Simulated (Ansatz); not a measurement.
NaHF2: energy from the work of forces and stress

```
CELL_PARAMETERS angstrom
1.73700 1.00286 4.58333
-1.73700 1.00286 4.58333
0.00000 -2.00571 4.58333
ATOMIC_POSITIONS crystal
Na 0.00000 0.00000 0.00000
H 0.50000 0.50000 0.50000
F 0.41760 0.41760 0.41760
F 0.58240 0.58240 0.58240
```

The calculation used DFT PBEsol, scalar-relativistic, plane waves, PAW (Ansatz 0.2.0).

Settings: cutoff 420 eV, Γ-centred mesh 9×9×9 on the computed 4-atom cell, Gaussian smearing of 0.02 eV; no spin polarisation.

At the start the stress (GPa, compression positive, xx yy zz yz xz xy) is -0.07 -0.07 1.68 0.00 0.00 0.00 and the forces (eV/Å) are Na1 (0.00, 0.00, 0.00); H2 (0.00, 0.00, 0.00); F3 (0.00, 0.00, -0.28); F4 (0.00, 0.00, 0.28). Each variant moves atoms by u and then strains the cell by ε, so an atom ends at (r + u)(1 + ε); shears are tensor components, each standing twice in ε. The starting volume is 47.90 Å³.

Variant 1: strain (xx yy zz yz xz xy, %) 0.11 -0.24 -3.06 0.33 -1.74 0.95, moves (Å) Na1 (-0.080, 0.048, -0.130); H2 (-0.110, 0.168, -0.067); F3 (-0.036, -0.026, -0.090); F4 (0.226, -0.190, 0.286). There the stress is 17.75 5.49 -9.28 -5.04 9.36 -7.93 GPa and the forces (eV/Å) are Na1 (3.75, -2.10, 1.81); H2 (0.94, -1.43, -1.32); F3 (-0.35, 0.84, 3.27); F4 (-4.34, 2.69, -3.76).

Variant 2: strain (xx yy zz yz xz xy, %) -7.21 -6.56 2.12 -1.25 2.16 0.56, moves (Å) Na1 (0.061, 0.106, 0.000); H2 (0.024, 0.042, 0.000); F3 (-0.054, -0.067, 0.170); F4 (-0.031, -0.080, -0.170). There the stress is 2.74 3.11 51.20 -0.31 0.53 0.32 GPa and the forces (eV/Å) are Na1 (-0.26, -0.45, 0.00); H2 (0.18, 0.32, 0.00); F3 (-0.29, 0.25, -7.45); F4 (0.36, -0.12, 7.45).

Variant 3: strain (xx yy zz yz xz xy, %) -4.73 -4.73 -1.73 0.00 0.00 0.00, moves (Å) F3 (0.000, 0.000, 0.042); F4 (0.000, 0.000, -0.042). There the stress is 3.28 3.28 20.93 0.00 0.00 0.00 GPa and the forces (eV/Å) are Na1 (0.00, 0.00, 0.00); H2 (0.00, 0.00, 0.00); F3 (0.00, 0.00, -2.31); F4 (0.00, 0.00, 2.31).

Variant 4: no strain, moves (Å) H2 (0.174, -0.139, 0.032). There the stress is -0.67 -0.46 0.10 0.05 -0.01 0.46 GPa and the forces (eV/Å) are Na1 (0.02, -0.02, 0.09); H2 (-0.88, 0.70, -0.25); F3 (0.43, -0.34, 0.03); F4 (0.42, -0.34, 0.13).

Estimate each change of free energy from forces and stresses by the trapezoid rule along the path (r + tu)(1 + tε), t from 0 to 1, and compare with the computed change.

The derivative of the energy along the path is −F·u(1 + tε) for the atoms and −V σ(1 + tε)⁻¹ : ε for the cell, with F, σ and V taken at t (σ positive in compression; 1 eV/Å³ = 160.2 GPa). Averaging t = 0 and t = 1 gives, in meV per atom:
| variant | work on atoms | work on cell | sum | computed |
| --- | --- | --- | --- | --- |
| 1 | 442.8 | 10.3 | 453.0 | 361.9 |
| 2 | 341.0 | -22.6 | 318.4 | 281.4 |
| 3 | 27.1 | 24.0 | 51.1 | 48.5 |
| 4 | 32.3 | 0.0 | 32.3 | 31.7 |

The rule is exact for a quadratic energy surface and overshoots a term ct³ by c/2, so the difference between the last two columns measures the net anharmonic part along the path (terms of opposite sign can cancel, and the finite basis adds a little): 2 to 25 % here. The largest difference belongs to a path far outside the harmonic range.

Cost: 5 runs of about 0.89 core-minutes in all, on Arm Neoverse V2 (shared hosts).